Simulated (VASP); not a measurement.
Here is a VASP 6.6.1 calculation.

File INCAR:

```
SYSTEM = AgCl
PREC = Accurate
ENCUT = 520
EDIFF = 1E-6
ISMEAR = 0
SIGMA = 0.01
LREAL = .FALSE.
LASPH = .TRUE.
NELM = 80
ALGO = Fast
ISIF = 2
LWAVE = .FALSE.
LCHARG = .TRUE.
GGA = PS
LELF = .TRUE.
LVHAR = .TRUE.
NBANDS = 16
```

KPOINTS

```
Automatic mesh
0
G
  5 5 5
  0 0 0
```

The input POSCAR:

```
AgCl
1.0
    3.4109255069      0.0000000000      0.0000000000
    0.0000000000      3.4109255069      0.0000000000
    0.0000000000      0.0000000000      3.4109255069
Ag Cl
1 1
Direct
    0.0000000000      0.0000000000      0.0000000000
    0.5000000000      0.5000000000      0.5000000000
```

Potentials or basis: VASP PAW PBE potentials, release 64 (Ag, Cl).

Command:

```sh
$ cat potpaw_PBE.64/Ag/POTCAR potpaw_PBE.64/Cl/POTCAR > POTCAR
$ mpirun -np 1 vasp_std > vasp.out
```

(1) Predict the pressure.

(2) What does it give for the band gap on the k mesh?

Answers

(1) -3.8 GPa.

(2) 0.52 eV, indirect (least direct gap 2.00 eV).

Caveat: the PAW data sets were made with another functional, which shifts forces and pressure a little; an odd mesh through Γ misses points on the zone boundary, where band edges often lie.
